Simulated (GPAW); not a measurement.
TiO2:

```
CELL_PARAMETERS angstrom
4.59984 0.00000 0.00000
0.00000 4.59984 0.00000
0.00000 0.00000 2.95921
ATOMIC_POSITIONS crystal
Ti 0.00000 0.00000 0.50000
Ti 0.50000 0.50000 0.00000
O 0.30432 0.30432 0.50000
O 0.69568 0.69568 0.50000
O 0.19568 0.80432 0.00000
O 0.80432 0.19568 0.00000
```

The cell is a database's computed one.

Base run:

```yaml
Program: GPAW 26.7.0
Functional: mBEEF
Potentials_or_basis: GPAW PAW data sets (gpaw-data 1.2.1)
Cutoff: 800 eV
Basis: pw
k_mesh: 4 × 4 × 6
Occupations: fermi-dirac, width 0.05 eV
Spin: no spin polarisation
```

Its results: band gap on the k mesh 2.29 eV, direct; largest force 0.099 eV/Å.

Question: The run is repeated on the same cell with these changes: functional from mBEEF to C09-vdW. What comes out?

Answer: Band gap on the k mesh 1.84 eV, direct; largest force 0.040 eV/Å.

Caveats: the PAW data sets were made with another functional, which shifts forces and pressure a little.

Not every run made on this cell is shown here.
